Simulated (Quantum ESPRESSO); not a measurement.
A calculation with Quantum ESPRESSO 7.5 of Cd (native input, structure typed inline):

File pw.in:

```
&CONTROL
  calculation = 'scf'
  prefix = 'pwscf'
  outdir = './tmp'
  pseudo_dir = './pseudo'
  tprnfor = .true.
  tstress = .true.
  disk_io = 'low'
/
&SYSTEM
  ibrav = 0
  celldm(1) = 8
  nat = 2
  ntyp = 1
  ecutwfc = 45
  ecutrho = 360
  nbnd = 19
  occupations = 'smearing'
  smearing = 'fd'
  degauss = 0.00367493
/
&ELECTRONS
  conv_thr = 4d-10
  electron_maxstep = 120
  mixing_beta = 0.5
/
ATOMIC_SPECIES
Cd   112.4140 cd_pbesol_v1.uspp.F.UPF
CELL_PARAMETERS alat
  0.7036560576080   0.0000000000000   0.0000000000000
 -0.3518280288040   0.6093840214221   0.0000000000000
  0.0000000000000   0.0000000000000   1.3269774955005
ATOMIC_POSITIONS crystal
Cd     0.6666666667    0.3333333333    0.7500000000
Cd     0.3333333333    0.6666666667    0.2500000000
K_POINTS automatic
10 10 5 0 0 0
```

The input pp_density.in:

```
&INPUTPP
  prefix = 'pwscf'
  outdir = './tmp'
  filplot = 'density.dat'
  plot_num = 0
/
&PLOT
  nfile = 1
  filepp(1) = 'density.dat'
  iflag = 3
  output_format = 6
  fileout = 'density.cube'
/
```

File pp_potential.in:

```
&INPUTPP
  prefix = 'pwscf'
  outdir = './tmp'
  filplot = 'potential.dat'
  plot_num = 11
/
&PLOT
  nfile = 1
  filepp(1) = 'potential.dat'
  iflag = 3
  output_format = 6
  fileout = 'potential.cube'
/
```

Potentials or basis: GBRV 1.5 PBEsol.

Launch:

```console
$ OMP_NUM_THREADS=1 mpirun -n 2 pw.x -nk 2 -in pw.in > pw.out
$ OMP_NUM_THREADS=1 mpirun -n 1 pp.x -in pp_density.in > pp_density.out
$ OMP_NUM_THREADS=1 mpirun -n 1 pp.x -in pp_potential.in > pp_potential.out
```

Q: Write the same calculation in another form: ASE script, structure typed inline.

A: As run:

The input run.py:

```python
import numpy as np
from ase.calculators.espresso import Espresso, EspressoProfile
from ase import Atoms

atoms = Atoms(['Cd', 'Cd'],
              cell=[[2.97887, 0.0, 0.0], [-1.489435, 2.5797770946, 0.0], [0.0, 0.0, 5.61765]],
              scaled_positions=[[0.6666666667, 0.3333333333, 0.75], [0.3333333333, 0.6666666667, 0.25]],
              pbc=True)

input_data = {
    'control': {'calculation': 'scf', 'prefix': 'pwscf', 'outdir': './tmp', 'tprnfor': True, 'tstress': True, 'disk_io': 'nowf'},
    'system': {'ecutwfc': 45.0, 'ecutrho': 360.0, 'nbnd': 19, 'occupations': 'smearing', 'smearing': 'fd', 'degauss': 0.00367493},
    'electrons': {'conv_thr': 4e-10, 'electron_maxstep': 120, 'mixing_beta': 0.5},
}
pseudopotentials = {'Cd': 'cd_pbesol_v1.uspp.F.UPF'}
profile = EspressoProfile(command='mpirun -n 2 pw.x -nk 2', pseudo_dir='pseudo')
dft = Espresso(profile=profile, input_data=input_data, pseudopotentials=pseudopotentials, kpts=(10, 10, 5), koffset=(0, 0, 0))
atoms.calc = dft

print(f'energy {atoms.get_potential_energy():.8f} eV')
print('forces (eV/A)')
print(np.round(atoms.get_forces(), 6))
print('stress (eV/A^3, Voigt)')
print(np.round(atoms.get_stress(), 8))
print(f'Fermi level {dft.get_fermi_level():.4f} eV')
```

Potentials or basis: GBRV 1.5 PBEsol.

Command:

```sh
$ OMP_NUM_THREADS=1 python run.py
```

Both were run:

|  | native input, structure typed inline | ASE script, structure typed inline |
| --- | --- | --- |
| Pressure | -1.4 GPa | -1.4 GPa |
| Band gap on the k mesh | none (metal or under the smearing width) | none (metal or under the smearing width) |

Keys that steer only the numerical path or the files written may differ.
